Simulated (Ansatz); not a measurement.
# Preparing GaP (F-43m) as a host crystal

Aim: the runs on the perfect crystal GaP (F-43m) that a defect calculation needs first.

Main program and level: Ansatz 0.2.0; plane-wave PAW DFT, r2SCAN; relaxation of the host's cell and atoms; PAW set soft_1, in the first sound run; inputs show where later runs differ.

This is a report of a sequence of runs, with most program output left out.

### Step 1. The starting structure

Symmetry: F-43m, No. 216, cubic system. The conventional cell has a = 5.452 Å, b = 5.452 Å, c = 5.452 Å, α = 90.00°, β = 90.00°, γ = 90.00°. Nearest to Ga lie 4 P at 2.36 Å. Nearest to P lie 4 Ga at 2.36 Å. Farther neighbours are not listed.

### Step 2. Host cell relaxation

Lattice and positions are set free, within the symmetry that the program keeps.

cell/input.yaml

```yaml
crystal:
  lattice:
    - [0.0, 2.7258125, 2.7258125]
    - [2.7258125, 0.0, 2.7258125]
    - [2.7258125, 2.7258125, 0.0]
  atoms:
    - { symbol: Ga, position: [0.0, 0.0, 0.0] }
    - { symbol: P, position: [0.75, 0.75, 0.75] }
basis:
  ecutwfc: 500
  xc_grid: 2
hamiltonian:
  xc: r2scan
  pseudopotentials: { kind: paw, azcp: { folder: soft_1 } }
kpoints:
  mp_grid: { grid: [9, 9, 9] }
scf:
  occupations: { method: fixed }
  max_iter: 100
relax:
  f_tol: 0.005
  max_steps: 60
  cell: {}
output:
  forces: true
  stress: true
checkpoint:
  write: "../cell.run"
  compress: false
  write_wavefunctions: false
  write_every: 100000
```

On the command line:

```console
> ansatz run input.yaml --threads 32 --pin off --max-ram 84787MiB --backend cuda --events-out ev --progress --plain --runs-dir out --max-vram 78GiB
```

Wall time 1.6 s (1 × NVIDIA GB200 with 32 threads of Arm Neoverse V2, shared host); peak memory 1 GiB; 4.3 s of CPU time.

Little changed from the start: no atom moved by 0.005 Å and no cell edge by 0.1 %.

Numbers from this step:

```
pressure : 0.006220 GPa
```

### Step 3. Dielectric tensors of the host

The response to a uniform electric field gives the electronic dielectric tensor.

This step: plane-wave PAW DFPT, PBEsol; dielectric tensors, Born charges and zone-centre modes of the host; PAW set soft_1 (Ansatz 0.2.0).

eps/input.yaml

```yaml
crystal:
  lattice:
    - [0.0, 2.7258125, 2.7258125]
    - [2.7258125, 0.0, 2.7258125]
    - [2.7258125, 2.7258125, 0.0]
  atoms:
    - { symbol: Ga, position: [0.0, 0.0, 0.0] }
    - { symbol: P, position: [0.75, 0.75, 0.75] }
basis:
  ecutwfc: 420
hamiltonian:
  xc: pbesol
  pseudopotentials: { kind: paw, azcp: { folder: soft_1 }, xc_functional: pbe }
kpoints:
  mp_grid: { grid: [8, 8, 8] }
scf:
  occupations: { method: fixed }
  max_iter: 100
phonons:
  method: dfpt
  dielectric: true
  rigid_motions: translations
```

Wall time 6 s (1 × NVIDIA GB200 with 32 threads); peak memory 1.4 GiB; 56 s of CPU time.

Electronic dielectric tensor:

```
10.68  0.00  0.00
 0.00 10.68  0.00
 0.00  0.00 10.68
```

Static dielectric tensor:

```
12.72  0.00  0.00
 0.00 12.72  0.00
 0.00  0.00 12.72
```

The electronic dielectric tensor is isotropic, 10.68. The static dielectric tensor is isotropic, 12.72.

### Step 4. Host on a dense mesh

This step: plane-wave PAW DFT, r2SCAN; single point of the defect-free host, a test of the k-point sampling; PAW set soft_1 (Ansatz 0.2.0).

dense/input.yaml

```yaml
crystal:
  lattice:
    - [0.0, 2.7258125, 2.7258125]
    - [2.7258125, 0.0, 2.7258125]
    - [2.7258125, 2.7258125, 0.0]
  atoms:
    - { symbol: Ga, position: [0.0, 0.0, 0.0] }
    - { symbol: P, position: [0.75, 0.75, 0.75] }
basis:
  ecutwfc: 500
  xc_grid: 2
hamiltonian:
  xc: r2scan
  pseudopotentials: { kind: paw, azcp: { folder: soft_1 } }
kpoints:
  mp_grid: { grid: [9, 9, 9] }
scf:
  occupations: { method: fermi_dirac, width: 0.01 }
  max_iter: 100
  lower_state_search: "off"
checkpoint:
  write: "../dense.run"
  compress: false
  write_wavefunctions: false
  write_every: 100000
```

Run time: 1 s. Hardware: 1 × NVIDIA GB200 with 32 threads; peak memory 0.97 GiB; 2.1 s of CPU time.

### Step 5. Defect free supercell at the zone centre

The supercell is run at the zone centre, to see how far that sampling misses the dense mesh.

System of this step: GaP (F-43m). The cell holds 54 atoms: 27 Ga and 27 P. Its edges and angles: a = 11.565 Å, b = 11.565 Å, c = 11.565 Å, α = 60.0°, β = 60.0°, γ = 60.0°.

pristine.sampling_gamma/input.yaml

```yaml
crystal:
  lattice:
    - [0.0, 8.1774375, 8.1774375]
    - [8.1774375, 0.0, 8.1774375]
    - [8.1774375, 8.1774375, 0.0]
  atoms:
    - { symbol: Ga, position: [0.0, 0.0, 0.0] }
    - { symbol: P, position: [0.25, 0.25, 0.25] }
    - { symbol: Ga, position: [0.0, 0.0, 0.3333333333] }
    - { symbol: P, position: [0.25, 0.25, 0.5833333333] }
    - { symbol: Ga, position: [0.0, 0.0, 0.6666666667] }
    - { symbol: P, position: [0.25, 0.25, 0.9166666667] }
    - { symbol: Ga, position: [0.0, 0.3333333333, 0.0] }
    - { symbol: P, position: [0.25, 0.5833333333, 0.25] }
[... 42 atom lines left out ...]
    - { symbol: Ga, position: [0.6666666667, 0.6666666667, 0.3333333333] }
    - { symbol: P, position: [0.9166666667, 0.9166666667, 0.5833333333] }
    - { symbol: Ga, position: [0.6666666667, 0.6666666667, 0.6666666667] }
    - { symbol: P, position: [0.9166666667, 0.9166666667, 0.9166666667] }
basis:
  ecutwfc: 500
  xc_grid: 2
hamiltonian:
  xc: r2scan
  pseudopotentials: { kind: paw, azcp: { folder: soft_1 } }
kpoints:
  mp_grid: { grid: [1, 1, 1] }
scf:
  occupations: { method: fermi_dirac, width: 0.01 }
  max_iter: 100
  lower_state_search: "off"
checkpoint:
  write: "../pristine.sampling_gamma.run"
  compress: false
  write_wavefunctions: false
  write_every: 100000
```

The job ended after 1.4 s (1 × NVIDIA GB200 with 32 threads; peak memory 1.2 GiB; 3.2 s of CPU time).

### Step 6. Defect free supercell at the quarter point

The supercell is run at one point off the zone centre, to see how far that sampling misses the dense mesh.

pristine.sampling_quarter/input.yaml, as its differences from pristine.sampling_gamma/input.yaml of step 5:

```diff
@@ -67,3 +67,3 @@
 kpoints:
-  mp_grid: { grid: [1, 1, 1] }
+  mp_grid: { grid: [1, 1, 1], shift: [0.25, 0.25, 0.25] }
 scf:
@@ -73,3 +73,3 @@
 checkpoint:
-  write: "../pristine.sampling_gamma.run"
+  write: "../pristine.sampling_quarter.run"
   compress: false
```

Elapsed: 1.4 s, on 1 × NVIDIA GB200 with 32 threads; peak memory 1.5 GiB; 3.3 s of CPU time.

### Step 7. What came out

```json
{
 "primitive cell vectors, lengths": "3.855, 3.855, 3.855 Å",
 "electronic dielectric constant": "10.68",
 "static dielectric constant": "12.72",
 "gap on the k-mesh of the response run (PBEsol)": "1.52 eV",
 "energy an atom at the zone centre alone less that on the dense mesh": "0.242 eV",
 "energy an atom at one point at (¼, ¼, ¼) less that on the dense mesh": "0.112 eV"
}
```

The k-mesh can miss the band edges, so this gap is an upper bound at this level. All at zero temperature.

[Logs are printed without paths, hosts, clocks, repeated set-up lines and the standing remarks that a program may print on its own settings, such as how far it seeks lower states.]

[Hosts, paths, dates, database ids (printed as entryN), source tags and the programs' standing remarks are cut or masked in the printed files.]

[Runs of the host that timed out are not shown.]

[For some hosts the program warned that the k-mesh of the response run may be too coarse for force constants and the static dielectric constant; such warnings are not always shown.]

[The program warned that the k-mesh of a response run behind this text may be too coarse: force constants, and the static dielectric constant and all else formed from them, are not shown converged.]
